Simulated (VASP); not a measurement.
# C2H6 in VASP: settings compared

Aim: see how the results for C2H6 move with the level of theory and the settings. Levels: PBE, PBE0. Tasks: single point, relaxation of the atoms.

All numbers are computed with VASP 6.6.1; they aren't measurements. Logs are shortened: lines on timing, memory, paths and dates and some standing lists are left out, and cuts for length are marked.

## (1) The structure

The cell holds a molecule in a box, 8 atoms: a = 13.000 Å, b = 12.000 Å, c = 12.000 Å, α = 90.00°, β = 90.00°, γ = 90.00°.

## (2) Single point, PBE

Input file INCAR:

```
PREC = Accurate
ENCUT = 520
EDIFF = 1E-6
ISMEAR = 0
SIGMA = 0.01
LREAL = False
LASPH = True
NELM = 100
ALGO = Normal
ISIF = 2
LWAVE = False
LCHARG = False
GGA = PE
NBANDS = 17
```

Input file KPOINTS:

```
regular mesh
0
Gamma
  1 1 1
```

Input file POSCAR:

```
H3C
1.0
   13.0000000000      0.0000000000      0.0000000000
    0.0000000000     12.0000000000      0.0000000000
    0.0000000000      0.0000000000     12.0000000000
C H
2 6
Direct
    0.4412472180      0.4999996756      0.5000000000
    0.5587527820      0.5000003244      0.5000000000
    0.4103279992      0.5852011720      0.5000000000
    0.4103274992      0.4573993479      0.4262135999
    0.4103274992      0.4573993479      0.5737864001
    0.5896720008      0.4147988280      0.5000000000
    0.5896725008      0.5426006521      0.4262135999
    0.5896725008      0.5426006521      0.5737864001
```

Potentials or basis: VASP PAW PBE potentials, release 64 (C, H).

The run is started by

```bash
cat potpaw_PBE.64/C/POTCAR potpaw_PBE.64/H/POTCAR > POTCAR
mpirun -np 1 vasp_gam > vasp.out
```

OUTCAR:

```text
PREC = Accurate
   ENCUT = 520
   EDIFF = 1E-6
   ISMEAR = 0
   LREAL = False
   LASPH = True
   NELM = 100
   ISIF = 2
   GGA = PE

 ion  position               nearest neighbor table
   1  0.441  0.500  0.500-   4 1.10   5 1.10   3 1.10   2 1.53
   2  0.559  0.500  0.500-   7 1.10   8 1.10   6 1.10   1 1.53
   3  0.410  0.585  0.500-   1 1.10
   4  0.410  0.457  0.426-   1 1.10
   5  0.410  0.457  0.574-   1 1.10
   6  0.590  0.415  0.500-   2 1.10
   7  0.590  0.543  0.426-   2 1.10
   8  0.590  0.543  0.574-   2 1.10

  LATTYP: Found a simple tetragonal cell.
 ALAT       =    12.0000000000
 C/A-ratio  =     1.0833333333

  Lattice vectors:

 A1 = (   0.0000000000,  12.0000000000,   0.0000000000)
 A2 = (   0.0000000000,   0.0000000000,  12.0000000000)
 A3 = (  13.0000000000,   0.0000000000,   0.0000000000)

Analysis of symmetry for initial positions (statically):
=====================================================================
 Subroutine PRICEL returns:
 Original cell was already a primitive cell.

 Routine SETGRP: Setting up the symmetry group for a
 simple tetragonal supercell.

 Subroutine GETGRP returns: Found  4 space group operations
 (whereof  4 operations were pure point group operations)
 out of a pool of 16 trial point group operations.

The static configuration has the point symmetry C_2h.

Analysis of symmetry for dynamics (positions and initial velocities):
=====================================================================
 Subroutine PRICEL returns:
 Original cell was already a primitive cell.

 Routine SETGRP: Setting up the symmetry group for a
 simple tetragonal supercell.

 Subroutine GETGRP returns: Found  4 space group operations
 (whereof  4 operations were pure point group operations)
 out of a pool of 16 trial point group operations.

The dynamic configuration has the point symmetry C_2h.

 Subroutine INISYM returns: Found  4 space group operations
 (whereof  4 operations are pure point group operations),
 and found     1 'primitive' translations

[... 82 lines left out ...]
   EDIFF  = 0.1E-05   stopping-criterion for ELM
   LREAL  =      F    real-space projection
   EDIFFG = 0.1E-04   stopping-criterion for IOM
   NSW    =      0    number of steps for IOM
   IBRION =     -1    ionic relax: 0-MD 1-quasi-New 2-CG
   NFREE  =      0    steps in history (QN), initial steepest desc. (CG)
   ISIF   =      2    stress and relaxation
   ISYM   =      2    0-nonsym 1-usesym 2-fastsym
   POTIM  = 0.5000    time-step for ionic-motion
   TEBEG  =    0.0;   TEEND  =   0.0 temperature during run
   PSTRESS=    0.0 pullay stress
   NELECT =      14.0000    total number of electrons
   NUPDOWN=      -1.0000    fix difference up-down
   EMIN   =  10.00;   EMAX   =-10.00  energy-range for DOS
   EFERMI =   0.00;   METHOD = LEGACY
   ISMEAR =     0;   SIGMA  =   0.01  broadening in eV -4-tet -1-fermi 0-gaus
   EFERMI_NEDOS =   21; number of points for ismear=-14 and -15
   IALGO  =     38    algorithm
   IMIX   =      4    mixing-type and parameters
     AMIX     =   0.40;   BMIX     =  1.00
     AMIX_MAG =   1.60;   BMIX_MAG =  1.00
  volume/ion in A,a.u.               =     234.00      1579.11
  Fermi-wavevector in a.u.,A,eV,Ry     =   0.320147  0.604989  1.394513  0.102494
  Thomas-Fermi vector in A             =   1.206503
   LORBIT       =      0    0 simple, 1 ext, 2 COOP (PROOUT), +10 PAW based schemes
   GGA     = PE    functional components
   LHFCALC =     F    Hartree Fock is set to
   AEXX    =    0.0000 exact exchange contribution
   IVDW    =     0    specifies the selected vdW correction
   LEPSILON=     F    determine dielectric tensor
   LRPA    =     F    only Hartree local field effects (RPA)
 non-spin polarized calculation
 Gauss-broadening in eV      SIGMA  =   0.01
  energy-cutoff  :      520.00
  volume of cell :     1872.00
 maximum number of plane-waves:     25235
 NGX is ok and might be reduce to    98
   NGX = 49   NGY = 45   NGZ = 45

 number of electron      14.0000004 magnetization

 Free energy of the ion-electron system (eV)
  ---------------------------------------------------
  ext. energy  EPLUGINS =         0.00000000
  ---------------------------------------------------
  free energy    TOTEN  =       -40.50807635 eV

  energy without entropy =      -40.50807635  energy(sigma->0) =      -40.50807635

 E-fermi :  -7.9249     XC(G=0):  -0.5418

 val. band max:       -7.9945203559   @ k =   0.0000   0.0000   0.0000
 cond. band min:      -0.4489240364   @ k =   0.0000   0.0000   0.0000
 fundamental gap:      7.5455963194
 Fermi energy:        -7.9248798584

 k-point     1 :       0.0000    0.0000    0.0000
  band No.  band energies     occupation
      1     -18.4009      2.00000
      2     -14.8900      2.00000
      3     -10.3707      2.00000
      4     -10.3707      2.00000
      5      -8.7717      2.00000
      6      -7.9946      2.00000
[... 9 lines left out ...]
     16       1.4651      0.00000
     17       1.6329      0.00000

------------------------ aborting loop because EDIFF is reached ----------------------------------------

  FORCE on cell =-STRESS in cart. coord.  units (eV):
  Direction    XX          YY          ZZ          XY          YZ          ZX
  --------------------------------------------------------------------------------------
  -------------------------------------------------------------------------------------
  Total       -0.0289963     -0.0340876     -0.0336934     -0.0001283      0.0000000      0.0000000
  in kB       -0.0248169     -0.0291744     -0.0288369     -0.0001098      0.0000000      0.0000000
  external PRESSURE =      -0.0276094 kB  Pullay stress =       0.0000000 kB

 VOLUME and BASIS-vectors are now :
 -----------------------------------------------------------------------------
  energy-cutoff  :      520.00
  volume of cell :     1872.00
      direct lattice vectors                 reciprocal lattice vectors
    13.000000000  0.000000000  0.000000000     0.076923077  0.000000000  0.000000000
     0.000000000 12.000000000  0.000000000     0.000000000  0.083333333  0.000000000
     0.000000000  0.000000000 12.000000000     0.000000000  0.000000000  0.083333333

 POSITION                                       TOTAL-FORCE (eV/Angst)
 -----------------------------------------------------------------------------------
      5.73621      6.00000      6.00000        -0.004775      0.000248      0.000000
      7.26379      6.00000      6.00000         0.004775     -0.000248      0.000000
      5.33426      7.02241      6.00000        -0.009628      0.021702     -0.000000
      5.33426      5.48879      5.11456        -0.009555     -0.010710     -0.018874
      5.33426      5.48879      6.88544        -0.009555     -0.010710      0.018874
      7.66574      4.97759      6.00000         0.009628     -0.021702      0.000000
      7.66574      6.51121      5.11456         0.009555      0.010710     -0.018874
      7.66574      6.51121      6.88544         0.009555      0.010710      0.018874
 -----------------------------------------------------------------------------------
    total drift:                                0.000000      0.000000      0.000000

  FREE ENERGIE OF THE ION-ELECTRON SYSTEM (eV)
  ---------------------------------------------------
  free  energy   TOTEN  =       -40.5080763478 eV

  energy  without entropy=      -40.5080763478  energy(sigma->0) =      -40.50807635
```

OSZICAR:

```text
N       E                     dE             d eps       ncg     rms          rms(c)
DAV:   1     0.108060749074E+03    0.10806E+03   -0.32056E+03    42   0.430E+02
DAV:   2    -0.169195216112E+02   -0.12498E+03   -0.12157E+03    59   0.101E+02
DAV:   3    -0.433840677821E+02   -0.26465E+02   -0.26242E+02    50   0.583E+01
[... 16 lines left out ...]
DAV:  20    -0.405080638328E+02   -0.23777E-04   -0.17125E-06    34   0.472E-03    0.196E-03
DAV:  21    -0.405080721657E+02   -0.83328E-05   -0.18309E-07    50   0.171E-03    0.868E-04
DAV:  22    -0.405080749060E+02   -0.27403E-05   -0.25606E-07    34   0.195E-03    0.438E-04
DAV:  23    -0.405080759573E+02   -0.10513E-05   -0.11036E-08    35   0.547E-04    0.294E-04
DAV:  24    -0.405080763478E+02   -0.39050E-06   -0.11626E-08    34   0.428E-04
   1 F= -.40508076E+02 E0= -.40508076E+02  d E =-.956536E-23
```

Wall time 2 min (1 thread of Intel Xeon Platinum 8488C (Sapphire Rapids), shared host); peak memory 1.2 GiB.

Results:

| Quantity | Value |
| --- | --- |
| Free energy | -40.5081 eV |
| Largest force | 0.024 eV/Å |
| Gap between the frontier levels | 7.55 eV |

Forces on the atoms (eV/Å):
```
C   -0.005  0.000  0.000
C    0.005  0.000  0.000
H   -0.010  0.022  0.000
H   -0.010 -0.011 -0.019
H   -0.010 -0.011  0.019
H    0.010 -0.022  0.000
H    0.010  0.011 -0.019
H    0.010  0.011  0.019
```

As with any semilocal functional, this PBE gap is likely too small.

## (3) Relaxation of the atoms, PBE

Input file INCAR:

```
SYSTEM = H3C
PREC = Accurate ; ENCUT = 520
EDIFF = 1E-6 ; ISMEAR = 0
SIGMA = 0.01 ; LREAL = .FALSE.
LASPH = .TRUE. ; NELM = 100
ALGO = Normal ; ISIF = 2
LWAVE = .FALSE. ; LCHARG = .FALSE.
GGA = PE ; IBRION = 2
NSW = 80 ; EDIFFG = -0.005
```

Input file KPOINTS:

```
regular mesh
0
G
  1 1 1
  0 0 0
```

Input file POSCAR:

```
H3C
1.0
   13.0000000000      0.0000000000      0.0000000000
    0.0000000000     12.0000000000      0.0000000000
    0.0000000000      0.0000000000     12.0000000000
C H
2 6
Direct
    0.4413685385      0.5000000000      0.5000000000
    0.5586314615      0.5000000000      0.5000000000
    0.4109823846      0.5849130833      0.5000000000
    0.4109823846      0.4575434167      0.4264630833
    0.4109823846      0.4575434167      0.5735369167
    0.5890176154      0.4150869167      0.5000000000
    0.5890176154      0.5424565833      0.4264630833
    0.5890176154      0.5424565833      0.5735369167
```

Potentials or basis: VASP PAW PBE potentials, release 64 (C, H).

The run is started by

```bash
cat potpaw_PBE.64/C/POTCAR potpaw_PBE.64/H/POTCAR > POTCAR
mpirun -np 1 vasp_gam > vasp.out
```

OUTCAR:

```text
SYSTEM = H3C
   PREC = Accurate
   ENCUT = 520
   EDIFF = 1E-6
   ISMEAR = 0
   LREAL = .FALSE.
   LASPH = .TRUE.
   NELM = 100
   ISIF = 2
   GGA = PE
   IBRION = 2
   NSW = 80
   EDIFFG = -0.005

 ion  position               nearest neighbor table
   1  0.441  0.500  0.500-   3 1.09   4 1.09   5 1.09   2 1.52
   2  0.559  0.500  0.500-   6 1.09   7 1.09   8 1.09   1 1.52
   3  0.411  0.585  0.500-   1 1.09
   4  0.411  0.458  0.426-   1 1.09
   5  0.411  0.458  0.574-   1 1.09
   6  0.589  0.415  0.500-   2 1.09
   7  0.589  0.542  0.426-   2 1.09
   8  0.589  0.542  0.574-   2 1.09

  LATTYP: Found a simple tetragonal cell.
 ALAT       =    12.0000000000
 C/A-ratio  =     1.0833333333

  Lattice vectors:

 A1 = (   0.0000000000,  12.0000000000,   0.0000000000)
 A2 = (   0.0000000000,   0.0000000000,  12.0000000000)
 A3 = (  13.0000000000,   0.0000000000,   0.0000000000)

Analysis of symmetry for initial positions (statically):
=====================================================================
 Subroutine PRICEL returns:
 Original cell was already a primitive cell.

 Routine SETGRP: Setting up the symmetry group for a
 simple tetragonal supercell.

 Subroutine GETGRP returns: Found  4 space group operations
 (whereof  4 operations were pure point group operations)
 out of a pool of 16 trial point group operations.

The static configuration has the point symmetry C_2h.

Analysis of symmetry for dynamics (positions and initial velocities):
=====================================================================
 Subroutine PRICEL returns:
 Original cell was already a primitive cell.

 Routine SETGRP: Setting up the symmetry group for a
 simple tetragonal supercell.

 Subroutine GETGRP returns: Found  4 space group operations
 (whereof  4 operations were pure point group operations)
 out of a pool of 16 trial point group operations.

[... 113 lines left out ...]
   GGA     = PE    functional components
   LHFCALC =     F    Hartree Fock is set to
   AEXX    =    0.0000 exact exchange contribution
   IVDW    =     0    specifies the selected vdW correction
   LEPSILON=     F    determine dielectric tensor
   LRPA    =     F    only Hartree local field effects (RPA)
 conjugate gradient relaxation of ions
 non-spin polarized calculation
 Gauss-broadening in eV      SIGMA  =   0.01
  energy-cutoff  :      520.00
  volume of cell :     1872.00
 maximum number of plane-waves:     25235
 NGX is ok and might be reduce to    98
   NGX = 49   NGY = 45   NGZ = 45

--------------------------------------- Ionic step        1  -------------------------------------------

 number of electron      14.0000004 magnetization

 Free energy of the ion-electron system (eV)
  ---------------------------------------------------
  ext. energy  EPLUGINS =         0.00000000
  ---------------------------------------------------
  free energy    TOTEN  =       -40.50326297 eV

  energy without entropy =      -40.50326297  energy(sigma->0) =      -40.50326297

------------------------ aborting loop because EDIFF is reached ----------------------------------------

  FORCE on cell =-STRESS in cart. coord.  units (eV):
  Direction    XX          YY          ZZ          XY          YZ          ZX
  --------------------------------------------------------------------------------------
  -------------------------------------------------------------------------------------
  Total        0.4328722      0.4486589      0.4488996     -0.0001387      0.0000000      0.0000000
  in kB        0.3704797      0.3839909      0.3841969     -0.0001187      0.0000000      0.0000000
  external PRESSURE =       0.3795559 kB  Pullay stress =       0.0000000 kB
[... 107 lines left out ...]
  FREE ENERGIE OF THE ION-ELECTRON SYSTEM (eV)
  ---------------------------------------------------
  free  energy   TOTEN  =       -40.5064490432 eV

  energy  without entropy=      -40.5064490432  energy(sigma->0) =      -40.50644904

[... ionic steps 4 to 10 ...]

--------------------------------------- Ionic step       11  -------------------------------------------

 number of electron      14.0000004 magnetization

------------------------ aborting loop because EDIFF is reached ----------------------------------------
[... 79 lines left out ...]
--------------------------------------- Ionic step       13  -------------------------------------------

 number of electron      14.0000004 magnetization

 Free energy of the ion-electron system (eV)
  ---------------------------------------------------
  ext. energy  EPLUGINS =         0.00000000
  ---------------------------------------------------
  free energy    TOTEN  =       -40.50814468 eV

  energy without entropy =      -40.50814468  energy(sigma->0) =      -40.50814468

 E-fermi :  -7.9074     XC(G=0):  -0.5453

 val. band max:       -7.9945536816   @ k =   0.0000   0.0000   0.0000
 cond. band min:      -0.4480357773   @ k =   0.0000   0.0000   0.0000
 fundamental gap:      7.5465179042
 Fermi energy:        -7.9074327663

 k-point     1 :       0.0000    0.0000    0.0000
  band No.  band energies     occupation
      1     -18.3940      2.00000
      2     -14.8877      2.00000
      3     -10.3660      2.00000
      4     -10.3659      2.00000
      5      -8.7702      2.00000
      6      -7.9947      2.00000
      7      -7.9946      2.00000
      8      -0.4480      0.00000
      9       0.2952      0.00000
     10       0.5170      0.00000
     11       0.5945      0.00000
     12       0.5948      0.00000
[... 33 lines left out ...]
  FREE ENERGIE OF THE ION-ELECTRON SYSTEM (eV)
  ---------------------------------------------------
  free  energy   TOTEN  =       -40.5081446755 eV

  energy  without entropy=      -40.5081446755  energy(sigma->0) =      -40.50814468

 reached required accuracy - stopping structural energy minimisation
```

CONTCAR:

```text
H3C
   1.00000000000000
    13.0000000000000000    0.0000000000000000    0.0000000000000000
     0.0000000000000000   12.0000000000000000    0.0000000000000000
     0.0000000000000000    0.0000000000000000   12.0000000000000000
  C               H
     2     6
Direct
     0.4412100058036548    0.5000015017819849    0.5000000000000000
     0.5587899941963455    0.4999984982180151    0.5000000000000000
     0.4102634411189117    0.5852529192119151    0.5000000000000000
     0.4102625611590867    0.4573775275955848    0.4261696821684029
     0.4102625611590867    0.4573775275955848    0.5738303178315969
     0.5897365588810883    0.4147470807880849    0.5000000000000000
     0.5897374388409133    0.5426224724044150    0.4261696821684029
     0.5897374388409133    0.5426224724044150    0.5738303178315969

  0.00000000E+00  0.00000000E+00  0.00000000E+00
  0.00000000E+00  0.00000000E+00  0.00000000E+00
  0.00000000E+00  0.00000000E+00  0.00000000E+00
  0.00000000E+00  0.00000000E+00  0.00000000E+00
  0.00000000E+00  0.00000000E+00  0.00000000E+00
  0.00000000E+00  0.00000000E+00  0.00000000E+00
  0.00000000E+00  0.00000000E+00  0.00000000E+00
  0.00000000E+00  0.00000000E+00  0.00000000E+00
```

Wall time 6.8 min (1 thread of Intel Xeon Platinum 8488C (Sapphire Rapids), shared host); peak memory 1.5 GiB.

Results:

| Property | Result |
| --- | --- |
| Free energy | -40.5081 eV |
| Energy gained by relaxing | 0.6 meV/atom |
| Ionic steps | 13 |
| Largest force after relaxing | 0.003 eV/Å |
| Gap between the frontier levels | 7.55 eV |

Forces on the atoms (eV/Å):
```
C   -0.003  0.000  0.000
C    0.003  0.000  0.000
H    0.000  0.001  0.000
H    0.000  0.000 -0.001
H    0.000  0.000  0.001
H    0.000 -0.001  0.000
H    0.000  0.000 -0.001
H    0.000  0.000  0.001
```

The path:
| step | energy change (eV) | largest force (eV/Å) | pressure (GPa) |
| --- | --- | --- | --- |
| 1 | 0.0000 | 0.2085 | 0.04 |
| 2 | 0.0014 | 0.5686 | -0.02 |
| 3 | -0.0032 | 0.1858 | 0.01 |
| 4 | -0.0041 | 0.0970 | -0.01 |
| 5 | -0.0044 | 0.0333 | -0.01 |
| 6 | -0.0044 | 0.0335 | -0.01 |
| 7 | -0.0046 | 0.0251 | -0.01 |
| 8 | -0.0049 | 0.0112 | -0.01 |
| 9 | -0.0049 | 0.0132 | -0.01 |
| 10 | -0.0048 | 0.0541 | -0.01 |
| 11 | -0.0049 | 0.0091 | -0.01 |
| 12 | -0.0049 | 0.0066 | -0.01 |
| 13 | -0.0049 | 0.0031 | -0.01 |

Final structure:
```
C H
1.0
    13.00000    0.00000    0.00000
     0.00000   12.00000    0.00000
     0.00000    0.00000   12.00000
C H
2 6
Cartesian
  5.7357 6.0000 6.0000
  7.2643 6.0000 6.0000
  5.3334 7.0230 6.0000
  5.3334 5.4885 5.1140
  5.3334 5.4885 6.8860
  7.6666 4.9770 6.0000
  7.6666 6.5115 5.1140
  7.6666 6.5115 6.8860
```

A hybrid or GW would open this gap; PBE tends to underestimate it.

(Part 1 of 2 ends here.)
